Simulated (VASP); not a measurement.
The system is BaTiO3.

```
CELL_PARAMETERS angstrom
3.98550 0.00000 0.00000
0.00000 2.83690 2.84515
0.00000 -2.83690 2.84515
ATOMIC_POSITIONS crystal
Ba 0.00000 0.00000 0.00000
Ti 0.50000 0.51240 0.51240
O 0.00000 0.48740 0.48740
O 0.50000 0.50524 0.99184
O 0.50000 0.99184 0.50524
```

```yaml
Program: VASP 6.6.1
Task: relaxation of cell and atoms
Functional: LDA
Potentials_or_basis: VASP PAW LDA potentials, release 64 (Ba_sv, Ti_sv, O)
Cutoff: 520 eV
k_mesh: 8 × 8 × 8
Occupations: gaussian, width 0.02 eV
Spin: no spin polarisation
```

At the start: pressure -6.6 GPa; volume 12.87 Å³/atom.

Task: How do energy, volume and symmetry change on relaxing?

Result: Over 22 steps the energy falls by 13.2 meV/atom and the volume is 12.43 Å³/atom (-3.4 %); space group Amm2 (No. 38, to 0.05 Å).

Step by step:
| step | energy change (eV) | largest force (eV/Å) | pressure (GPa) | volume (Å³) |
| --- | --- | --- | --- | --- |
| 1 | 0.0000 | 0.2951 | -6.60 | 64.34 |
| 2 | 0.0122 | 0.3805 | 8.90 | 59.53 |
| 3 | -0.0539 | 0.2021 | 0.16 | 61.99 |
| 4 | -0.0539 | 0.2023 | 0.30 | 61.94 |
| 5 | -0.0591 | 0.1486 | 0.27 | 61.95 |
| 6 | -0.0643 | 0.0688 | 0.22 | 61.97 |
| 7 | -0.0654 | 0.0513 | -0.28 | 62.18 |
| 8 | -0.0654 | 0.0526 | -0.26 | 62.17 |
| 9 | -0.0655 | 0.0203 | 0.42 | 61.99 |
| 10 | -0.0656 | 0.0242 | 0.09 | 62.08 |
| 11 | -0.0657 | 0.0092 | 0.03 | 62.11 |
| 12 | -0.0657 | 0.0097 | 0.01 | 62.13 |
| 13 | -0.0657 | 0.0092 | 0.01 | 62.13 |
| 14 | -0.0657 | 0.0065 | 0.01 | 62.12 |
| 15 | -0.0657 | 0.0086 | 0.01 | 62.13 |
| 16 | -0.0657 | 0.0066 | 0.00 | 62.14 |
| 17 | -0.0657 | 0.0093 | -0.07 | 62.18 |
| 18 | -0.0657 | 0.0080 | -0.06 | 62.16 |
| 19 | -0.0657 | 0.0056 | -0.03 | 62.16 |
| 20 | -0.0658 | 0.0045 | 0.01 | 62.15 |
| 21 | -0.0658 | 0.0032 | 0.01 | 62.15 |
| 22 | -0.0658 | 0.0005 | 0.00 | 62.16 |

Final structure:
```yaml
crystal:
  lattice:
    - [3.93967, 0.00000, 0.00000]
    - [0.00000, 2.80646, 2.81101]
    - [0.00000, -2.80646, 2.81101]
  atoms:
    - { symbol: Ba, position: [0.00000, 0.00453, 0.00453] }
    - { symbol: Ti, position: [0.50000, 0.51511, 0.51511] }
    - { symbol: O, position: [0.00000, 0.49375, 0.49375] }
    - { symbol: O, position: [0.50000, 0.49484, 0.98864] }
    - { symbol: O, position: [0.50000, 0.98864, 0.49484] }
```
